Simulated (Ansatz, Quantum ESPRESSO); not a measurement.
# AlP (F-43m): phonons by linear response, part 3 of 4

Aim: the phonon dispersion of AlP (F-43m), checked by a second program.

Quantum ESPRESSO 7.5; DFT PBE, scalar-relativistic, plane waves, GBRV ultrasoft pseudopotentials.

So far, highest frequency (cm⁻¹): step 7 (interpolated phonon bands) 482. The relaxed cell has a = 5.505 Å (conventional setting).

The database entry behind the starting cell differs from later determinations by our own check (0.1 to 0.3 % short, probably kX units), so it need not match the best structure at ambient conditions.

**10. Sum rules set otherwise: a sum rule for molecules or wires on a crystal**

This rule also removes rotations, which suits molecules and not a crystal; it is tried to see the harm.

dynmat.in

```
 &input
    fildyn='x.dyn1',
    asr='zero-dim',
    lperm=.true.,
 /
```

Launch:

```sh
> dynmat.x -in dynmat.in > dynmat.out
```

Output:

```text
[banner, memory and clock lines left out]
Program DYNMAT v.7.5

     Reading Dynamical Matrix from file x.dyn1
     ...Force constants read
     ...epsilon and Z* read
     Acoustic Sum Rule: || Z*(ASR) - Z*(orig)|| =    4.514074E+00
     Acoustic Sum Rule: ||dyn(ASR) - dyn(orig)||=    5.628609E-01
     A direction for q was not specified:TO-LO splitting will be absent

     Polarizability (A^3 units)
     multiply by 0.289228 for Clausius-Mossotti correction
        24.474439   -0.000000    0.000000
        -0.000000   24.474439    0.000000
         0.000000    0.000000   24.474439

     IR activities are in (D/A)^2/amu units

# mode   [cm-1]    [THz]      IR
    1     -0.00   -0.0000    0.0000
    2     -0.00   -0.0000    0.0000
    3     -0.00   -0.0000    0.0000
    4      0.00    0.0000    0.0000
    5      0.00    0.0000    0.0000
    6    427.01   12.8013    8.1492

Electronic dielectric permittivity tensor (relative, adimensional)
         8.372450   -0.000000    0.000000
        -0.000000    8.372450    0.000000
         0.000000    0.000000    8.372450

 ... with zone-center polar mode contributions
         9.134127   -0.761678   -0.761678
        -0.761678    9.134127    0.761678
        -0.761678    0.761678    9.134127
```

Run time: 0.47 s. Hardware: 1 thread of Arm Neoverse V2, shared host.

The program raised no error, yet the settings are not those of a careful run.

The fault: a sum rule for molecules or wires on a crystal; 2 optical modes are projected out to zero frequency, as if they were rotations, and the static dielectric tensor is spoilt.

For a crystal the rule has to be 'simple' or 'crystal'.

Zone-centre frequencies as printed; negative means imaginary. Modes:

```tsv
mode	frequency (cm⁻¹)
1	0
2	0
3	0
4	0
5	0
6	427
```

**11. Sum rules set otherwise (asr no)**

Without the rule the raw error of the acoustic modes shows.

dynmat.in

```
 &input
    fildyn='x.dyn1',
    asr='no',
    lperm=.true.,
 /
```

Launch:

```sh
> dynmat.x -in dynmat.in > dynmat.out
```

Output:

```text
[banner, memory and clock lines left out]
Program DYNMAT v.7.5

     Reading Dynamical Matrix from file x.dyn1
     ...Force constants read
     ...epsilon and Z* read
     A direction for q was not specified:TO-LO splitting will be absent

     Polarizability (A^3 units)
     multiply by 0.289228 for Clausius-Mossotti correction
        24.474439   -0.000000    0.000000
        -0.000000   24.474439    0.000000
         0.000000    0.000000   24.474439

     IR activities are in (D/A)^2/amu units

# mode   [cm-1]    [THz]      IR
    1     -3.61   -0.1082    0.0007
    2     -3.61   -0.1082    0.0007
    3     -3.61   -0.1082    0.0007
    4    427.00   12.8012    8.1384
    5    427.00   12.8012    8.1384
    6    427.00   12.8012    8.1384

Electronic dielectric permittivity tensor (relative, adimensional)
         8.372450   -0.000000    0.000000
        -0.000000    8.372450    0.000000
         0.000000    0.000000    8.372450

 ... with zone-center polar mode contributions
        10.654467    0.000000    0.000000
         0.000000   10.654467    0.000000
         0.000000    0.000000   10.654467
```

Wall time 0.47 s (1 thread).

This step gave:

- highest optical zone-centre mode (no LO-TO term): 427 cm⁻¹
- lowest optical zone-centre mode: 427 cm⁻¹
- mean static dielectric constant: 10.65

Zone-centre frequencies as printed; negative means imaginary. Modes:

```tsv
mode	frequency (cm⁻¹)
1	-3.61
2	-3.61
3	-3.61
4	427
5	427
6	427
```

Against the first rule no mode moves by more than 3.7 cm⁻¹.

**12. The LO-TO splitting (1 0 0)**

A longitudinal polar mode sets up a macroscopic field that stiffens it; the term hangs on the direction from which q goes to zero.

dynmat.in

```
 &input
    fildyn='x.dyn1',
    asr='simple',
    q(1)=1.0,
    q(2)=0.0,
    q(3)=0.0,
 /
```

Launch:

```sh
> dynmat.x -in dynmat.in > dynmat.out
```

Output:

```text
[banner, memory and clock lines left out]
Program DYNMAT v.7.5

     Reading Dynamical Matrix from file x.dyn1
     ...Force constants read
     ...epsilon and Z* read

     Polarizability (A^3 units)
     multiply by 0.289228 for Clausius-Mossotti correction
        24.474439   -0.000000    0.000000
        -0.000000   24.474439    0.000000
         0.000000    0.000000   24.474439

     IR activities are in (D/A)^2/amu units

# mode   [cm-1]    [THz]      IR
    1     -0.00   -0.0000    0.0000
    2     -0.00   -0.0000    0.0000
    3     -0.00   -0.0000    0.0000
    4    427.02   12.8018    8.1492
    5    427.02   12.8018    8.1492
    6    481.78   14.4433    8.1492
```

Run time: 0.47 s. Hardware: 1 thread.

This step gave:

```
highest mode moved by the LO-TO term : 481.8 cm⁻¹
```

Zone-centre frequencies as printed; negative means imaginary. Modes:

```tsv
mode	frequency (cm⁻¹)
1	0
2	0
3	0
4	427
5	427
6	481.8
```

The field moves one mode, from 427 to 482 cm⁻¹; the others stay.

**13. The dispersion under another sum rule (asr no)**

The sum rule corrects the force constants themselves, so it can shift branches at any wavevector, low ones most.

matdyn.in

```
 &input
    asr='no',
    flfrc='x.fc',
    flfrq='x.freq',
    flvec='x.modes',
    q_in_band_form=.true.,
    q_in_cryst_coord=.true.,
 /
8
  0.0000000   0.0000000   0.0000000   8  ! GAMMA
  0.0000000   0.5000000   0.5000000   8  ! X
  0.0000000   0.6250000   0.3750000   1  ! U
 -0.3750000   0.3750000  -0.0000000   8  ! K
  0.0000000   0.0000000   0.0000000   8  ! GAMMA
  0.0000000   0.5000000  -0.0000000   8  ! L
 -0.2500000   0.5000000   0.2500000   8  ! W
  0.0000000   0.5000000   0.5000000   1  ! X
```

Launch:

```sh
> matdyn.x -in matdyn.in > matdyn.out
```

Output:

```text
[banner, memory and clock lines left out]
Program MATDYN v.7.5

 mass for atomic type   1 not given; uses mass from file x.fc
 mass for atomic type   2 not given; uses mass from file x.fc
```

Wall time 0.48 s (1 thread).

This step gave:

```yaml
lowest_frequency_on_the_path: -3.609 cm⁻¹
```

Matdyn.x, sum rule no. The phonon branches at the labelled points (cm⁻¹):

```tsv
point	branch 1	branch 2	branch 3	branch 4	branch 5	branch 6
Γ	-4	-4	-4	427	427	482
halfway	119	119	213	406	406	460
X	145	145	346	397	397	403
halfway	146	163	338	386	398	408
U	146	191	322	363	398	418
jump to K	146	191	322	363	398	418
halfway	101	148	217	413	413	440
Γ	-4	-4	-4	427	427	482
halfway	86	86	208	417	417	453
L	108	108	334	390	413	413
halfway	140	173	307	371	405	420
W	175	196	316	349	400	415
halfway	159	168	331	375	402	408
X	145	145	346	397	397	403
```

The phonon branches as a text plot (rows in cm⁻¹):

```
    472 |*****                     *********
    451 |     ****               **         *
    431 |**       *        ******  ********  **
    411 |  *****   ******** *******        **********************
    391 |       ************  **                *****    ***  ***
    371 |               *** **                       ***     *
    350 |            **    *                            *****  **
    330 |          **  ****                      ****       ***
    310 |                  *                    *    *******
    290 |         *         **                 *
    269 |
    249 |       **            **             **
    229 |
    209 |     **                *           *
    189 |                *****                         ******
    168 |    *         **     ** **        *          * *******
    148 |         **********    *                    ***      ***
    128 |     ****          ****   **               **
    108 |  **                   ***      **  ********
     87 |    *                   ****       *
     67 | ***                        *     *
     47 |                          ***  ***
     27 | *                          *  *
      7 |*                            **
         Γ           X  U|K            Γ         L        W     X
```

At the labelled points the branches move by no more than 3.7 cm⁻¹.

(Continued in part 4 of 4.)

[Host names and launcher messages were left out of these logs when they were recorded.]

[Logs are printed without paths, hosts, clocks, repeated set-up lines and the standing remarks that a program may print on its own settings, such as how far it seeks lower states.]

[Hosts, paths, dates, database ids (printed as entryN), source tags and the programs' standing remarks are cut or masked in the printed files.]
